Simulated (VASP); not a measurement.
Write the native input for VASP 6.6.1 that does the following.

| Property | Result |
| --- | --- |
| Task | density of states |
| Functional | PBE |
| Potentials or basis | VASP PAW PBE potentials, release 64 (Cs_sv, Br) |
| Cutoff | 520 eV |
| k mesh | 6 × 6 × 6 |
| Occupations | fermi-dirac, width 0.1 eV |
| Spin | no spin polarisation |
| Dipole correction | no |
| k mesh for the DOS | 9 × 9 × 9 |
| Occupations for the DOS | tetrahedron |
| Further INCAR settings | ALGO = Normal; EDIFF = 1e-06; NBANDS = 15 |

Crystal: CsBr.

```
Cs Br
1.0
     4.30340    0.00000    0.00000
     0.00000    4.30340    0.00000
     0.00000    0.00000    4.30340
Cs Br
1 1
Cartesian
  0.0000 0.0000 0.0000
  2.1517 2.1517 2.1517
```

The input as run:

POSCAR

```
CsBr
1.0
    4.3034020000      0.0000000000      0.0000000000
    0.0000000000      4.3034020000      0.0000000000
    0.0000000000      0.0000000000      4.3034020000
Cs Br
1 1
Direct
    0.0000000000      0.0000000000      0.0000000000
    0.5000000000      0.5000000000      0.5000000000
```

INCAR.step1

```
PREC     = Accurate       # precision mode
ENCUT    = 520            # plane-wave cutoff, eV
EDIFF    = 1E-6           # SCF threshold, eV
ISMEAR   = -1             # smearing method
SIGMA    = 0.1            # smearing width, eV
LREAL    = False          # projectors in reciprocal space
LASPH    = True           # aspherical terms in the spheres
NELM     = 80             # most SCF steps
ALGO     = Normal         # electronic algorithm
ISIF     = 2              # what is computed and relaxed
LWAVE    = False          # write WAVECAR
LCHARG   = True           # write CHGCAR
GGA      = PE             # functional
NBANDS   = 15             # bands
```

KPOINTS.step1

```
regular mesh
0
Gamma
  6 6 6
```

INCAR.step2

```
PREC     = Accurate       # precision mode
ENCUT    = 520            # plane-wave cutoff, eV
EDIFF    = 1E-6           # SCF threshold, eV
ISMEAR   = -5             # smearing method
SIGMA    = 0.1            # smearing width, eV
LREAL    = False          # projectors in reciprocal space
LASPH    = True           # aspherical terms in the spheres
NELM     = 80             # most SCF steps
ALGO     = Normal         # electronic algorithm
ISIF     = 2              # what is computed and relaxed
LWAVE    = False          # write WAVECAR
LCHARG   = False          # write CHGCAR
GGA      = PE             # functional
LORBIT   = 10             # projections on sites
NBANDS   = 15             # bands
NEDOS    = 1001           # points of the DOS
ICHARG   = 11             # starting density
```

KPOINTS.step2

```
regular mesh
0
Gamma
  9 9 9
```

Potentials or basis: VASP PAW PBE potentials, release 64 (Cs_sv, Br).

Command:

```console
$ cat potpaw_PBE.64/Cs_sv/POTCAR potpaw_PBE.64/Br/POTCAR > POTCAR
$ cp INCAR.step1 INCAR
$ cp KPOINTS.step1 KPOINTS
$ mpirun -np 1 vasp_std > vasp.out
$ cp INCAR.step2 INCAR
$ cp KPOINTS.step2 KPOINTS
$ mpirun -np 1 vasp_std > vasp.out
```

It gave:

The valence electrons inside the program's atomic spheres are Cs 6.57; Br 4.89.

Run time: 30 s on 1 thread of Intel(R) Xeon(R) Platinum 8488C (Sapphire Rapids) (shared host), peak memory 0.18 GiB.
